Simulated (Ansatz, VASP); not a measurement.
WC: VASP beside Ansatz

File INCAR:

```
  PREC = Accurate
  ENCUT = 520
  EDIFF = 1E-7
  ISMEAR = 0
  SIGMA = 0.15
  LREAL = F
  LASPH = T
  NELM = 100
  ALGO = Fast
  ISIF = 2
  LWAVE = F
  LCHARG = F
  NBANDS = 16
```

The input KPOINTS:

```
Automatic mesh
0
Gamma
  18 18 18
```

The input POSCAR:

```
WC
1.0
    0.0000000000      2.0830498000      2.3023182000
    2.0830498000      0.0000000000      2.3023182000
    2.0830498000      2.0830498000      0.0000000000
W C
1 1
Direct
    0.0000000000      0.0000000000      0.0000000000
    0.5000000000      0.5000000000      0.5000000000
```

Input for Ansatz:

```yaml
crystal:
  lattice:
    - [0.0, 2.0830498, 2.3023182]
    - [2.0830498, 0.0, 2.3023182]
    - [2.0830498, 2.0830498, 0.0]
  atoms:
    - { symbol: W, position: [0.0, 0.0, 0.0] }
    - { symbol: C, position: [0.5, 0.5, 0.5] }
basis:
  ecutwfc: 420
kpoints:
  mp_grid: { grid: [18, 18, 18] }
hamiltonian:
  xc: lda
scf:
  occupations: { method: gaussian, width: 0.15 }
output:
  forces: true
  stress: true
  eigenvalues: true
```

Change from the starting cell: strain -0.050 along x and y, +0.050 along z, atoms carried along.

Alike in both runs: task single point; functional LDA; k mesh 18 × 18 × 18; occupations gaussian, width 0.15 eV; no spin polarisation.

```csv
,VASP,Ansatz
version,VASP 6.6.1,Ansatz 0.2.0
potentials or method,"VASP PAW LDA potentials, release 64 (W_sv, C)","scalar-relativistic, plane waves, PAW"
plane-wave cutoff (eV),520,420
valence electrons in the cell,18,18
```

Ansatz gave:

| Property | Result |
| --- | --- |
| gap on the k mesh at the Fermi level (eV) | none |
| pressure (GPa) | 12.9 |
| largest component of the traceless stress (GPa) | 37.87 |

Task: Which values does VASP return?

Result: gap on the k mesh at the Fermi level (eV): none; pressure (GPa): 15.5; largest component of the traceless stress (GPa): 38.60.

A gap of «none» marks a metal or a gap that the smearing closes.

Caveats: so large a pressure means that the cell lies far from this level's equilibrium, or that cutoff or potentials fall short (VASP). Spin-orbit coupling is left out, which matters for the levels of W.
